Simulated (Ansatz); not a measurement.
# PbSe (Clausthalite) (Fm-3m) in Ansatz: reference runs

How does PbSe (Clausthalite) come out in PBE? The cell is run as given and disturbed.

Everything below comes from runs of Ansatz 0.2.0. Logs are shortened: lines on timing, memory, paths and dates and some standing lists are left out, and cuts for length are marked.

**The experiment to reproduce.**

From a printed reference work, monograph, for a bulk crystal of PbSe at 300 K: band gap 0.28 eV (direct).

How close the calculation comes is told below.

**1. Starting point**

The structure is cubic, space group Fm-3m (No. 225). Conventional cell: a = 6.121 Å, b = 6.121 Å, c = 6.121 Å, α = 90.00°, β = 90.00°, γ = 90.00°. Pb (site symmetry m-3m) is surrounded by 6 Se at 3.06 Å. Around Se (site symmetry m-3m) lie 6 Pb at 3.06 Å.

**2. Single point, PBE**

input.yaml reads:

```yaml
crystal:
  lattice:
    - [0.0, 3.06065, 3.06065]
    - [3.06065, 0.0, 3.06065]
    - [3.06065, 3.06065, 0.0]
  atoms:
    - { symbol: Pb, position: [0.0, 0.0, 0.0] }
    - { symbol: Se, position: [0.5, 0.5, 0.5] }
hamiltonian:
  xc: pbe
  pseudopotentials: { kind: paw }
kpoints:
  mp_grid: { grid: [8, 8, 8] }
scf:
  occupations: { method: fermi_dirac, width: 0.05 }
output:
  forces: true
  stress: true
  eigenvalues: true
  write_density: true
  write_potential: true
  elf: true
  volumetric_format: npy
```

Potentials or basis: Ansatz PAW.

Launch:

```bash
$ ansatz run input.yaml --threads 1 --pin off --max-ram 2560MiB --backend cpu --events-out ev --progress --plain --runs-dir out
```

What it wrote:

```text
Warning: RAYON_NUM_THREADS=1 ignored (pool sized by the plan → 1); use --threads N
Engine: ansatz 0.2.0, aarch64-unknown-linux-gnu
Pseudopotentials: kind: paw
Pseudopotential: Pb, paw, valence charge 14, recommended cutoff 420 eV (normal), Pb.paw.azcp
Pseudopotential: Se, paw, valence charge 16, recommended cutoff 420 eV (normal), Se.paw.azcp
Functional definition: PBE
  parameter kappa = 0.804
  parameter beta = 0.06672455060314922
  exchange = pbe_x(kappa = kappa, mu = beta*pi^2/3)
  correlation = pbe_c(beta = beta)
Crystal: 2 atoms, lattice volume = 57.342 Å³
Basis set: ecut = 420 eV, 1139 PW (Γ), exchange–correlation on 60×60×60 points (8 copies of the dense FFT grid, shifted against one another)
Bands: 19, of which v1, the nominal top of the filled ones, is band 15 counted from 1 (14 counted from 0)
Symmetry: 48 space group operations
Space group: Fm-3m (ITA 225), of the structure as read, at distance tolerance 3.9e-5 Å
k-points: 29 of 512
Non-local potential: Pb, projectors of the file, l = 0: 2, l = 1: 2, l = 2: 2, l = 3: 2
Non-local potential: Se, projectors of the file, l = 0: 2, l = 1: 2, l = 2: 3, l = 3: 1
PAW form: soft (Blöchl's): semilocal exchange-correlation on the pseudo side does not see the compensation charge
PAW one-centre angular grid: Pb, 590 points (default); XC on 64 Gauss nodes
PAW one-centre angular grid: Se, 590 points (default); XC on 64 Gauss nodes
Initial density: superposition of atomic densities (neutral atoms: chi_scale 0, normalization atom), corrected by the library's trained network
Initial wavefunctions: pseudopotential atomic-orbital guess
Functional: x = pbe(κ = 0.804, μ = 0.2195149727645171), c = pbe(β = 0.06672455060314922)
SCF iter   1: F=—  HF=-17376.604062 eV  |F-HF|=—  |Δ(HF+E_count)|=         —  Δρ=5.49e-4  dr2=1.76e-4  ethr=1.77e-3  ⟨swp⟩=6.0  Hψ=2661  notcnv=0
preconditioner: auto → none  [insulator: Δε(μ)=0.288 eV  Ē_g=15.323 eV  σ=0.050 eV  W_gap=0.89  n_scr=14 (ndim 8)  ℏωp=21.9 eV  f_vac=0.019  D(μ)=0.03/eV (n_scr^D=0)  ε∞_Penn≈3.0]
SCF iter   2: F=—  HF=-17376.603134 eV  |F-HF|=—  |Δ(HF+E_count)|=   9.28e-4  Δρ=3.62e-4  dr2=3.92e-5  ethr=5.86e-7  ⟨swp⟩=2.3  Hψ=1237  notcnv=0
SCF iter   3: F=—  HF=-17376.603142 eV  |F-HF|=—  |Δ(HF+E_count)|=   7.98e-6  Δρ=1.85e-4  dr2=9.40e-6  ethr=1.31e-7  ⟨swp⟩=2.0  Hψ=940  notcnv=0
SCF iter   4: F=—  HF=-17376.603159 eV  |F-HF|=—  |Δ(HF+E_count)|=   1.78e-5  Δρ=4.65e-5  dr2=1.38e-6  ethr=3.13e-8  ⟨swp⟩=2.0  Hψ=987  notcnv=0
SCF iter   5: F=—  HF=-17376.603159 eV  |F-HF|=—  |Δ(HF+E_count)|=   6.24e-7  Δρ=1.74e-5  dr2=2.18e-7  ethr=4.60e-9  ⟨swp⟩=2.0  Hψ=829  notcnv=0
SCF iter   6: F=-17376.603159 eV  HF=-17376.603159 eV  |F-HF|=3.47e-8  |Δ(HF+E_count)|=   1.06e-7  Δρ=7.05e-6  dr2=2.63e-8  ethr=3.33e-10  ⟨swp⟩=8.3  Hψ=3713  notcnv=0
SCF 1 converged in 6 iterations: F = -17376.603159 eV  dr2 = 2.63e-8
SCF converged after 6 iterations
Free energy (F): -17376.603159 eV
Harris-Foulkes:  -17376.603159 eV  (|F-HF|=3.47e-8)
Internal energy: -17376.602830 eV  (E = F + TS)
E sigma→0 (E₀):  -17376.602994 eV
Entropy (-TS):   -0.000329 eV (-0.164 meV/atom)
Fermi energy:    9.177280 eV
--- Per-component energies (eV) ---
  E_band       = -425.099603
  E_kinetic    = 406.270753
  E_local      = -3527.528653  (includes V_loc(G=0)·N_el)
  E_nonlocal   = -245.937876
  E_hartree    = 1642.816300
  E_xc         = -325.847236
  E_vxc        = -231.566440  (∫ρ·V_xc dr)
  E_paw        = -12314.668357  (= ΣΔE_a)
  E_vpaw       = -111.959674  (= ΣTr[D̂ρ^β])
  E_aug_tail   = -0.000502  (compensation charges beyond the density's cutoff)
  E_ewald      = -3011.707258
  E_smearing   = -0.000329  (= −TS)
  E_closure    = 0.000000  (closes the sum)
  Σ components = -17376.603159   (vs F -17376.603159, Δ=0.00e0)
--- Forces (eV/Å), atoms counted from 1 ---
  atom   1  Pb    -0.00000000     0.00000000     0.00000000
  atom   2  Se     0.00000000    -0.00000000    -0.00000000
  max |Σ_I F_I| component: 1.31e-30 eV/Å
--- Stress (GPa, compression-positive) ---
        2.417355      -0.000000       0.000000
        0.000000       2.417355       0.000000
        0.000000      -0.000000       2.417355
  P = ⅓ Tr σ = 2.4174 GPa (24.174 kbar)
--- Band table (eV; the first three rows and the last of 29) ---
  k-point 0: bands = ["-38.1935", "-38.1935", "-38.1912", "-38.1912", "-38.1912", "-7.8145", "-7.8145", "-7.8145", "-7.8106", "-7.8106", "-4.5680", "2.7331", "7.1478", "7.1478", "7.1478", "13.7417", "13.7417", "13.7417", "15.5511"]
  k-point 1: bands = ["-38.1935", "-38.1935", "-38.1912", "-38.1912", "-38.1912", "-7.8152", "-7.8152", "-7.8139", "-7.8086", "-7.8086", "-4.4498", "2.3381", "7.1888", "7.1888", "7.4254", "12.6792", "13.0660", "13.0660", "15.3701"]
  k-point 2: bands = ["-38.1935", "-38.1935", "-38.1911", "-38.1911", "-38.1911", "-7.8236", "-7.8236", "-7.8127", "-7.7973", "-7.7973", "-4.1254", "1.4669", "7.3087", "7.3087", "7.9829", "11.1922", "11.9433", "11.9433", "15.5621"]
  k-point 28: bands = ["-38.1935", "-38.1935", "-38.1911", "-38.1911", "-38.1910", "-7.9023", "-7.8111", "-7.8021", "-7.8021", "-7.7698", "-3.1054", "1.0234", "4.7976", "4.7976", "8.2342", "10.9194", "13.9778", "13.9778", "16.7603"]
```

Wall time 2 s (1 thread of Arm Neoverse V2, shared host); peak memory 0.33 GiB.

Results:

- Free energy: -17376.6032 eV
- Pressure: 2.4 GPa
- Band gap on the k mesh: 0.29 eV, direct

Levels at points of the mesh, in eV from the valence-band top:
| k point | band 13 | band 14 | band 15 | band 16 | band 17 | band 18 |
| --- | --- | --- | --- | --- | --- | --- |
| (0.00, 0.00, 0.00) | -1.89 | -1.89 | -1.89 | 4.71 | 4.71 | 4.71 |
| (0.00, 0.00, -0.50) | -1.48 | -1.48 | 0.00 | 0.29 | 1.69 | 1.69 |
| (0.00, -0.50, -0.50) | -4.99 | -3.24 | -3.24 | 3.69 | 5.61 | 5.61 |

Caveat: spin-orbit coupling is left out, which as a rule narrows the gap of such compounds by several tenths of an eV.

**3. Single point, PBE (atoms moved at random, drawn with an rms of 0.05 Å)**

input.yaml reads:

```yaml
crystal:
  lattice:
    - [0.0, 3.06065, 3.06065]
    - [3.06065, 0.0, 3.06065]
    - [3.06065, 3.06065, 0.0]
  atoms:
    - { symbol: Pb, position: [-0.002248, -0.003165, -0.000602] }
    - { symbol: Se, position: [0.503088, 0.499995, 0.492699] }
hamiltonian:
  xc: pbe
  pseudopotentials: { kind: paw }
kpoints:
  mp_grid: { grid: [8, 8, 8] }
scf:
  occupations: { method: fermi_dirac, width: 0.05 }
output:
  forces: true
  stress: true
  eigenvalues: true
```

Potentials or basis: Ansatz PAW.

Launch:

```bash
$ ansatz run input.yaml --threads 1 --pin off --max-ram 2560MiB --backend cpu --events-out ev --progress --plain --runs-dir out
```

What it wrote:

```text
Warning: RAYON_NUM_THREADS=1 ignored (pool sized by the plan → 1); use --threads N
[... 9 set-up lines as earlier in the session ...]
Crystal: 2 atoms, lattice volume = 57.342 Å³
Basis set: ecut = 420 eV, 1139 PW (Γ), exchange–correlation on 60×60×60 points (8 copies of the dense FFT grid, shifted against one another)
Bands: 19, of which v1, the nominal top of the filled ones, is band 15 counted from 1 (14 counted from 0)
Symmetry: 1 space group operations
Space group: P1 (ITA 1), of the structure as read, at distance tolerance 3.9e-5 Å
k-points: 260 of 512 (time reversal used)
[... 8 set-up lines as earlier in the session ...]
SCF iter   1: F=—  HF=-17376.603833 eV  |F-HF|=—  |Δ(HF+E_count)|=         —  Δρ=5.53e-4  dr2=1.80e-4  ethr=1.77e-3  ⟨swp⟩=5.9  Hψ=24107  notcnv=0
preconditioner: auto → none  [insulator: Δε(μ)=0.291 eV  Ē_g=15.324 eV  σ=0.050 eV  W_gap=0.90  n_scr=14 (ndim 8)  ℏωp=21.9 eV  f_vac=0.020  D(μ)=0.03/eV (n_scr^D=0)  ε∞_Penn≈3.0]
SCF iter   2: F=—  HF=-17376.602901 eV  |F-HF|=—  |Δ(HF+E_count)|=   9.32e-4  Δρ=3.58e-4  dr2=3.84e-5  ethr=6.01e-7  ⟨swp⟩=2.2  Hψ=11012  notcnv=0
SCF iter   3: F=—  HF=-17376.602911 eV  |F-HF|=—  |Δ(HF+E_count)|=   1.06e-5  Δρ=1.85e-4  dr2=9.29e-6  ethr=1.28e-7  ⟨swp⟩=2.0  Hψ=8709  notcnv=0
SCF iter   4: F=—  HF=-17376.602930 eV  |F-HF|=—  |Δ(HF+E_count)|=   1.83e-5  Δρ=5.36e-5  dr2=1.97e-6  ethr=3.10e-8  ⟨swp⟩=2.0  Hψ=8844  notcnv=0
SCF iter   5: F=—  HF=-17376.602929 eV  |F-HF|=—  |Δ(HF+E_count)|=   8.23e-7  Δρ=2.07e-5  dr2=2.78e-7  ethr=6.56e-9  ⟨swp⟩=2.0  Hψ=7483  notcnv=0
SCF iter   6: F=-17376.602929 eV  HF=-17376.602929 eV  |F-HF|=2.41e-8  |Δ(HF+E_count)|=   1.45e-7  Δρ=6.03e-6  dr2=1.93e-8  ethr=3.33e-10  ⟨swp⟩=5.4  Hψ=20786  notcnv=0
SCF 1 converged in 6 iterations: F = -17376.602929 eV  dr2 = 1.93e-8
SCF converged after 6 iterations
Free energy (F): -17376.602929 eV
Harris-Foulkes:  -17376.602929 eV  (|F-HF|=2.41e-8)
Internal energy: -17376.602627 eV  (E = F + TS)
E sigma→0 (E₀):  -17376.602778 eV
Entropy (-TS):   -0.000302 eV (-0.151 meV/atom)
Fermi energy:    9.177618 eV
--- Per-component energies (eV) ---
  E_band       = -425.105251
  E_kinetic    = 406.277430
  E_local      = -3527.717240  (includes V_loc(G=0)·N_el)
  E_nonlocal   = -245.937856
  E_hartree    = 1642.906993
  E_xc         = -325.848249
  E_vxc        = -231.568016  (∫ρ·V_xc dr)
  E_paw        = -12314.671483  (= ΣΔE_a)
  E_vpaw       = -111.964486  (= ΣTr[D̂ρ^β])
  E_aug_tail   = -0.000504  (compensation charges beyond the density's cutoff)
  E_ewald      = -3011.611718
  E_smearing   = -0.000302  (= −TS)
  E_closure    = 0.000000  (closes the sum)
  Σ components = -17376.602929   (vs F -17376.602929, Δ=0.00e0)
--- Forces (eV/Å), atoms counted from 1 ---
  atom   1  Pb    -0.00626190    -0.00241270     0.01496876
  atom   2  Se     0.00626345     0.00241329    -0.01497248
  max |Σ_I F_I| component: 3.72e-6 eV/Å
--- Stress (GPa, compression-positive) ---
        2.420918       0.000373      -0.002316
        0.000373       2.416613      -0.000894
       -0.002316      -0.000894       2.445062
  P = ⅓ Tr σ = 2.4275 GPa (24.275 kbar)
--- Band table (eV; the first three rows and the last of 260) ---
  k-point 0: bands = ["-38.1942", "-38.1941", "-38.1918", "-38.1918", "-38.1917", "-7.8140", "-7.8139", "-7.8139", "-7.8101", "-7.8101", "-4.5690", "2.7338", "7.1462", "7.1479", "7.1484", "13.7358", "13.7369", "13.7428", "15.5511"]
  k-point 1: bands = ["-38.1942", "-38.1941", "-38.1918", "-38.1918", "-38.1917", "-7.8147", "-7.8147", "-7.8133", "-7.8081", "-7.8081", "-4.4509", "2.3389", "7.1872", "7.1889", "7.4257", "12.6764", "13.0637", "13.0678", "15.3709"]
  k-point 2: bands = ["-38.1942", "-38.1941", "-38.1918", "-38.1918", "-38.1917", "-7.8232", "-7.8232", "-7.8122", "-7.7968", "-7.7968", "-4.1266", "1.4679", "7.3066", "7.3085", "7.9824", "11.1919", "11.9425", "11.9455", "15.5618"]
  k-point 259: bands = ["-38.1941", "-38.1941", "-38.1918", "-38.1917", "-38.1917", "-7.8355", "-7.8354", "-7.8109", "-7.7804", "-7.7803", "-3.5050", "0.2339", "7.5529", "7.5544", "9.0330", "9.3227", "10.7300", "10.7323", "17.5743"]
```

Run time: 17 s. Hardware: 1 thread of Arm Neoverse V2, shared host; peak memory 0.54 GiB.

What came out:

```yaml
Free_energy: -17376.6029 eV
Pressure: 2.4 GPa
Largest_force: 0.016 eV/Å
Band_gap_on_the_k_mesh: 0.29 eV, direct
```

Forces in eV/Å, atoms in the order of the input:
```
Pb  -0.006 -0.002  0.015
Se   0.006  0.002 -0.015
```

Caveat: spin-orbit coupling is left out, which as a rule narrows the gap of such compounds by several tenths of an eV.

**4. Against experiment**

Step 2. A measured gap of PbSe is 0.28 eV (direct; 300 K; a printed reference work, monograph); the calculated 0.29 eV misses it by +0.01 eV. 2 values of this kind are on record (0.15 to 0.28 eV); this one was drawn at random. Spin-orbit coupling on Pb, Se is left out. The value is that of PBE on a finite k mesh, which can miss the band edges, without temperature or zero-point motion.
